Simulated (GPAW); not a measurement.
# MoS2 (P6_3/mmc) in GPAW: a series of runs

Aim: see how the results for MoS2 move with the level of theory and the settings. Levels: LDA, PBEsol, PBE+U. Tasks: band structure, dielectric tensor.

Everything below comes from runs of GPAW 26.7.0. Logs are shortened: lines on timing, memory, paths and dates and some standing lists are left out, and cuts for length are marked. The log counts tension as positive stress, the text compression.

**Measured values to compare with.**

From “Multiwavelength excitation Raman Scattering Analysis of bulk and 2 dimensional MoS2: Vibrational properties of atomically thin MoS2 layers”, 2015, arxiv:1506.03228, for a bulk crystal of MoS2 at 300 K: band gap 1.3 eV (indirect).

How close the calculation comes is told below.

**1. The structure**

Symmetry: P6_3/mmc, No. 194, hexagonal system. Conventional cell: a = 3.169 Å, b = 3.169 Å, c = 12.324 Å, α = 90.00°, β = 90.00°, γ = 120.00°. Mo (site symmetry -6m2) has 6 S at 2.41 Å as nearest neighbours. S (site symmetry 3m) is surrounded by 3 Mo at 2.41 Å.

**2. Band structure, LDA**

run.py reads:

```python
from ase import Atoms
from ase.dft.bandgap import bandgap
from ase.io import write
from ase.units import GPa
from gpaw import GPAW, PW

atoms = Atoms(['Mo', 'Mo', 'S', 'S', 'S', 'S'],
              cell=[[3.169, 0.0, 0.0],
                    [-1.5845, 2.7444345046, 0.0],
                    [0.0, 0.0, 12.324]],
              scaled_positions=[[0.6666666667, 0.3333333333, 0.75],
                                [0.3333333333, 0.6666666667, 0.25],
                                [0.6666666667, 0.3333333333, 0.377],
                                [0.3333333333, 0.6666666667, 0.877],
                                [0.6666666667, 0.3333333333, 0.123],
                                [0.3333333333, 0.6666666667, 0.623]],
              pbc=True)

calc = GPAW(mode=PW(600),
            xc='LDA',
            kpts={'size': (10, 10, 3), 'gamma': True},
            occupations={'name': 'fermi-dirac', 'width': 0.05},
            nbands=46,
            convergence={'density': 1e-05, 'energy': 1e-05},
            maxiter=150,
            txt='gpaw.txt')
atoms.calc = calc
energy = atoms.get_potential_energy()
forces = atoms.get_forces()
stress = atoms.get_stress()
calc.write('gs.gpw')
write('result.traj', atoms)
print(f'Energy: {energy:.6f} eV')
print('Forces (eV/A):')
print(forces.round(4))
print('Stress (GPa):', (stress / GPa).round(3))
print('Fermi level:', round(calc.get_fermi_level(), 4), 'eV')
print(f'Gap: {bandgap(calc)[0]:.4f} eV, direct: {bandgap(calc, direct=True)[0]:.4f} eV')

path = atoms.cell.bandpath('GMKGALHA,LM,KH', npoints=100, eps=1e-4)
bs_calc = calc.fixed_density(kpts=path, symmetry='off', nbands=69,
                             convergence={'bands': 'CBM+6.0', 'eigenstates': 1e-6}, txt='bands.txt')
bs = bs_calc.band_structure()
bs.write('bs.json')
print(f'Gap on the path: {bandgap(bs_calc)[0]:.4f} eV')
```

Potentials or basis: the program's PAW data sets (release 1.2.1) made for this functional, pw.

Run with:

```bash
$ OMP_NUM_THREADS=1 python run.py
```

gpaw.txt:

```text
__  _  _
 | _ |_)|_||  |
 |__||  | ||/\| - 26.7.0

Input parameters:
  mode=PW(ecut=600.0),
  convergence={'density': 1e-05, 'energy': 1e-05},
  kpts=MonkhorstPack(size=(10, 10, 3), gamma=True),
  maxiter=150,
  nbands=46,
  occupations=Occupations(name='fermi-dirac', width=0.05),
  xc=XC(name='LDA')

Diagonalizing LCAO Hamiltonian
Converting LCAO to pw mode

        S

           Mo
        S

           S
        Mo

           S

Atoms  # Å, Bohr magnetons
|   | symbol |         x |        y |         z |    initial magnetic moments |
|---|--------|-----------|----------|-----------|-----------------------------|
| 0 |     Mo |  1.584500 | 0.914812 |  9.243000 | ( 0.0000,  0.0000,  0.0000) |
| 1 |     Mo | -0.000000 | 1.829623 |  3.081000 | ( 0.0000,  0.0000,  0.0000) |
| 2 |      S |  1.584500 | 0.914812 |  4.646148 | ( 0.0000,  0.0000,  0.0000) |
| 3 |      S | -0.000000 | 1.829623 | 10.808148 | ( 0.0000,  0.0000,  0.0000) |
| 4 |      S |  1.584500 | 0.914812 |  1.515852 | ( 0.0000,  0.0000,  0.0000) |
| 5 |      S | -0.000000 | 1.829623 |  7.677852 | ( 0.0000,  0.0000,  0.0000) |

Unit cell  # Å
| periodic |         x |        y |         z |   lengths |     angles |
|----------|-----------|----------|-----------|-----------|------------|
|      yes |  3.169000 | 0.000000 |  0.000000 |  3.169000 |  90.000000 |
|      yes | -1.584500 | 2.744435 |  0.000000 |  3.169000 |  90.000000 |
|      yes |  0.000000 | 0.000000 | 12.324000 | 12.324000 | 120.000000 |

Number of symmetries: 12
Symmetry operations  # r_c * U_cc + t_c -> r_c
|    | kind |            matrix            |
|----|------|------------------------------|
|  0 |  σ   |  1, 1, 0,  0,-1, 0,  0, 0, 1 |
|  1 |  S6  |  1, 1, 0, -1, 0, 0,  0, 0,-1 |
|  2 |  E   |  1, 0, 0,  0, 1, 0,  0, 0, 1 |
|  3 |  C2  |  1, 0, 0, -1,-1, 0,  0, 0,-1 |
|  4 |  C2  |  0, 1, 0,  1, 0, 0,  0, 0,-1 |
|  5 |  C3  |  0, 1, 0, -1,-1, 0,  0, 0, 1 |
|  6 |  S6  |  0,-1, 0,  1, 1, 0,  0, 0,-1 |
|  7 |  σ   |  0,-1, 0, -1, 0, 0,  0, 0, 1 |
|  8 |  σ   | -1, 0, 0,  1, 1, 0,  0, 0, 1 |
|  9 |  i   | -1, 0, 0,  0,-1, 0,  0, 0,-1 |
| 10 |  C3  | -1,-1, 0,  1, 0, 0,  0, 0, 1 |
| 11 |  C2  | -1,-1, 0,  0, 1, 0,  0, 0,-1 |

BZ-sampling:
  Number of BZ points: 300
  Number of IBZ points: 36

  Monkhorst-Pack size: [10, 10, 3]
  Monkhorst-Pack shift: [0.05, 0.05, 0.0]

K-points  # in reciprocal-cell coordinates
|     |                                coordinates |     weight |
|-----|--------------------------------------------|------------|
|   0 | (  0.00000000,   0.00000000,   0.00000000) | 0.00333333 |
|   1 | (  0.00000000,   0.00000000,   0.33333333) | 0.00666667 |
|   2 | (  0.10000000,   0.00000000,  -0.33333333) | 0.02000000 |
|   3 | (  0.10000000,   0.00000000,   0.00000000) | 0.02000000 |
|   4 | (  0.10000000,   0.00000000,   0.33333333) | 0.02000000 |
|   5 | (  0.20000000,  -0.10000000,   0.00000000) | 0.02000000 |
|   6 | (  0.20000000,  -0.10000000,   0.33333333) | 0.04000000 |
|   7 | (  0.20000000,   0.00000000,  -0.33333333) | 0.02000000 |
|   8 | (  0.20000000,   0.00000000,   0.00000000) | 0.02000000 |
|   9 | (  0.20000000,   0.00000000,   0.33333333) | 0.02000000 |
| ... |                                            |            |
|  35 | (  0.50000000,   0.50000000,   0.33333333) | 0.02000000 |

Plane wave coefficients: 3613
Cutoff: 600.0 eV

Spin-components: 1 (collinear spins)
Bands:           46
Projectors:      32
Spin-degeneracy: 2
Datatype:        complex128

Parallelization:
  kpt:    1
  domain: 1
  band:   1

Density:
  Valence electrons: 52.0
  Components: 1
  Grid points: [18 18 70]
  Charge: 0.0  # |e|

Potential:
  Grid points: [18 18 70]

species:
  Mo:
    name:    Molybdenum
    Z:       42.0
    valence: 14
    core:    28
    charge:  0.0  # [|e|]
    compensation charges:
      type: gauss
      rc: 0.38  # [Å]
      lmax: 2
    cutoffs:
      filter: 2.16  # [Å]
      core: 1.42  # [Å]
    projectors
    | kind |    occ | energy [eV] | rcut [Å] |
    |------|--------|-------------|----------|
    |   4s |  2.000 |     -64.384 |    1.238 |
    |   5s |  1.000 |      -4.319 |    1.238 |
    |   4p |  6.000 |     -38.595 |    1.296 |
    |   5p |  0.000 |      -1.161 |    1.296 |
    |   4d |  5.000 |      -3.933 |    1.296 |
    |    d |        |      23.278 |    1.296 |

    Using partial waves for Mo as LCAO basis

  S:
    name:    Sulfur
    Z:       16.0
    valence: 6
    core:    10
    charge:  0.0  # [|e|]
    compensation charges:
      type: gauss
      rc: 0.24  # [Å]
      lmax: 2
    cutoffs:
      filter: 1.77  # [Å]
      core: 1.66  # [Å]
    projectors
    | kind |    occ | energy [eV] | rcut [Å] |
    |------|--------|-------------|----------|
    |   3s |  2.000 |     -17.278 |    0.974 |
    |   3p |  4.000 |      -7.106 |    0.979 |
    |    s |        |       9.933 |    0.974 |
    |    p |        |      20.105 |    0.979 |
    |    d |        |       0.000 |    0.900 |

    Using partial waves for S as LCAO basis

Reference energy: -263337.961849  # eV

eigensolver:
  PPCG
  Converge bands: occupied
  niter=2

density mixing:
  MSR1-Mixer
  Pratt-step length: 0.05
  Maximum mixing coefficient: 0.75
  Old densities: 10
  SVD Regularization: 0.005
  Good broyden scale: 1.0
  Trust region scale: 1.0
  Backstep threshold: 4.0
  History deletion threshold: 6.0
  Fourier metric: weight=20.0, sigma=0.015

occupation numbers:
  Fermi-Dirac:
    width: 0.0500  # eV

poisson solver:
  ecut: 4800.0  # eV

xc functional:
  name: None

convergence criteria:
- Maximum integral of absolute [dens]ity change: 1e-05 electrons / valence electron
- Maximum [total energy] change in last 3 cyles: 1e-05 eV / valence electron
- Maximum integral of absolute [eigenst]ate change: 4e-08 eV^2 / valence electron
maximum number of iterations: 150

SCF iterations
|iter     | |      energy | eigst |  dens |
|---------|-|-------------|-------|-------|
|iter:   1| |  -52.650353 | +0.57 |       |
|iter:   2| |  -51.865169 | -1.15 | -0.99 |
|iter:   3| |  -49.851104 | -1.15 | -1.06 |
|iter:   4| |  -49.682532 | -1.96 | -1.45 |
|iter:   5| |  -49.665836 | -2.59 | -1.79 |
|iter:   6| |  -49.657464 | -3.28 | -2.07 |
|iter:   7| |  -49.654787 | -4.26 | -2.63 |
|iter:   8| |  -49.654573 | -5.25 | -3.02 |
|iter:   9| |  -49.654574c| -6.29 | -3.64 |
|iter:  10| |  -49.654574c| -7.80c| -4.46 |
|iter:  11| |  -49.654574c| -8.34c| -5.12c|

Converged in 11 steps
Energy contributions relative to reference atoms: (reference = -263337.961849)

Energy contributions:
  Kinetic:          -7.803693
  Coulomb:          -5.160017
  Zero:             -0.152785
  External:          0.000000
  Xc:              -36.538077
  Entropy:          -0.000005
  Spinorbit:         0.000000
  ----------------------------
  Free energy:     -49.654577
  Extrapolated:    -49.654574

dipole moment: (0.000001, 0.000002, 0.000007)  # |e|*Ang

Fermi level: 8.320
Eigenvalues  # (at kpt = [0.000, 0.000, 0.000])
| band index |      eig [eV] | occ [0-2] |
|------------|---------------|-----------|
|          0 |       -53.474 |     2.000 |
|        ... |               |           |
|         18 |         4.694 |     2.000 |
|         19 |         5.777 |     2.000 |
|         20 |         5.777 |     2.000 |
|         21 |         5.824 |     2.000 |
|         22 |         5.824 |     2.000 |
|         23 |         6.750 |     2.000 |
[... 8 lines left out ...]
|         32 |        10.375 |     0.000 |
|         33 |        10.375 |     0.000 |
|        ... |               |           |
|         45 |        20.289 |     0.000 |

Gap: 0.847 eV
Transition (v -> c):
  (s=0, k=0, n=25, [0.00, 0.00, 0.00]) -> (s=0, k=16, n=26, [0.40, -0.20, 0.00])
Direct/indirect transitions are different
Direct gap: 1.848 eV
Transition at: (s=0, k=24, n=25, [0.40, 0.30, 0.00])

Forces  # eV/Ang
|        x |        y |        z |
|----------|----------|----------|
| -0.00000 | -0.00000 | -0.00010 |  # Mo   0
| -0.00000 |  0.00000 |  0.00010 |  # Mo   1
|  0.00000 | -0.00000 | -0.52708 |  # S    2
|  0.00000 |  0.00000 | -0.52664 |  # S    3
|  0.00000 | -0.00000 |  0.52664 |  # S    4
|  0.00000 |  0.00000 |  0.52708 |  # S    5

Stress tensor  # eV/Ang^3
|         x |         y |        z |
|-----------|-----------|----------|
|  0.038951 | -0.000000 | 0.000000 |
| -0.000000 |  0.038951 | 0.000000 |
|  0.000000 |  0.000000 | 0.036917 |

# Writing to gs.gpw (mode='')
```

stdout:

```text
Energy: -49.654574 eV
Forces (eV/A):
[[-0.000e+00 -0.000e+00 -1.000e-04]
 [-0.000e+00  0.000e+00  1.000e-04]
 [ 0.000e+00 -0.000e+00 -5.271e-01]
 [ 0.000e+00  0.000e+00 -5.266e-01]
 [ 0.000e+00 -0.000e+00  5.266e-01]
 [ 0.000e+00  0.000e+00  5.271e-01]]
Stress (GPa): [ 6.241  6.241  5.915  0.     0.    -0.   ]
Fermi level: 8.3201 eV
Gap: 0.8473 eV, direct: 1.8478 eV
Gap on the path: 0.8010 eV
```

Wall time 5.6 min (1 thread of Arm Neoverse V2, shared host); peak memory 0.83 GiB.

What came out:

| Quantity | Value |
| --- | --- |
| Free energy | -49.6546 eV |
| Pressure | -6.1 GPa |
| Largest force | 0.527 eV/Å |
| Band gap on the k mesh | 0.85 eV, indirect (least direct gap 1.85 eV) |
| Band gap along the path | 0.80 eV, indirect (least direct gap 1.64 eV) |

Forces in eV/Å, atoms in the order of the input:
```
Mo   0.000  0.000  0.000
Mo   0.000  0.000  0.000
S    0.000  0.000 -0.527
S    0.000  0.000 -0.527
S    0.000  0.000  0.527
S    0.000  0.000  0.527
```

Levels at the corners of the path, in eV from the valence-band top:
| point | band 23 | band 24 | band 25 | band 26 | band 27 | band 28 | band 29 | band 30 |
| --- | --- | --- | --- | --- | --- | --- | --- | --- |
| Γ | -2.12 | -1.20 | -1.16 | 0.00 | 2.08 | 2.08 | 2.11 | 2.11 |
| M | -1.72 | -1.52 | -1.42 | -1.29 | 1.55 | 1.60 | 1.93 | 2.21 |
| K | -2.66 | -2.66 | -0.80 | -0.63 | 1.01 | 1.01 | 1.73 | 2.78 |
| Γ | -2.12 | -1.20 | -1.16 | 0.00 | 2.08 | 2.08 | 2.11 | 2.11 |
| A | -2.15 | -2.15 | -0.27 | -0.27 | 2.08 | 2.08 | 2.08 | 2.08 |
| L | -1.62 | -1.62 | -1.34 | -1.34 | 1.57 | 1.57 | 2.08 | 2.08 |
| H | -2.84 | -2.84 | -0.73 | -0.73 | 1.01 | 1.01 | 2.22 | 2.22 |
| A | -2.15 | -2.15 | -0.27 | -0.27 | 2.08 | 2.08 | 2.08 | 2.08 |
| L | -1.62 | -1.62 | -1.34 | -1.34 | 1.57 | 1.57 | 2.08 | 2.08 |
| M | -1.72 | -1.52 | -1.42 | -1.29 | 1.55 | 1.60 | 1.93 | 2.21 |
| K | -2.66 | -2.66 | -0.80 | -0.63 | 1.01 | 1.01 | 1.73 | 2.78 |
| H | -2.84 | -2.84 | -0.73 | -0.73 | 1.01 | 1.01 | 2.22 | 2.22 |

(Part 1 of 3 ends here.)
